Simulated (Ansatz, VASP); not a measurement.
# One calculation of HgTe, two programs

INCAR

```
  PREC = Accurate
  ENCUT = 520
  EDIFF = 1E-6
  ISMEAR = 0
  SIGMA = 0.1
  LREAL = F
  LASPH = T
  NELM = 60
  ALGO = Normal
  ISIF = 2
  LWAVE = F
  LCHARG = F
  GGA = CA
  NBANDS = 16
```

File KPOINTS:

```
regular mesh
0
Gamma
  7 7 7
```

POSCAR

```
HgTe
1.0
    0.0000000000      3.1800000000      3.1800000000
    3.1800000000      0.0000000000      3.1800000000
    3.1800000000      3.1800000000      0.0000000000
Hg Te
1 1
Direct
    0.0000000000      0.0000000000      0.0000000000
    0.5000000000      0.5000000000      0.5000000000
```

The input input.yaml:

```yaml
crystal:
  lattice:
    - [0.0, 3.18, 3.18]
    - [3.18, 0.0, 3.18]
    - [3.18, 3.18, 0.0]
  atoms:
    - { symbol: Hg, position: [0.0, 0.0, 0.0] }
    - { symbol: Te, position: [0.5, 0.5, 0.5] }
kpoints:
  mp_grid: { grid: [7, 7, 7] }
scf:
  occupations: { method: gaussian, width: 0.1 }
hamiltonian:
  xc: lda
  pseudopotentials: { kind: all_electron, lapw: { basis_error: 0.001 } }
output:
  forces: true
  stress: true
  eigenvalues: true
```

Measurements of this composition are mostly on another form, of space group No. 216.

Alike in both runs: task single point; functional LDA; k mesh 7 × 7 × 7; occupations gaussian, width 0.1 eV; no spin polarisation.

|  | VASP | Ansatz |
| --- | --- | --- |
| version | VASP 6.6.1 | Ansatz 0.2.0 |
| potentials or method | VASP PAW LDA potentials, release 64 (Hg, Te) | all-electron LAPW, scalar-relativistic |
| plane-wave cutoff (eV) | 520 | see its input |

|  | VASP | Ansatz | Ansatz less VASP |
| --- | --- | --- | --- |
| gap on the k mesh at the Fermi level (eV) | none | none | - |
| pressure (GPa) | -7.7 | -7.8 | -0.14 |

A gap of «none» marks a metal or a gap that the smearing closes. Ansatz ran all-electron here, so the differences hold the error of VASP's frozen core and of both bases.

Spin-orbit coupling is left out, which matters for the levels of Hg, Te.
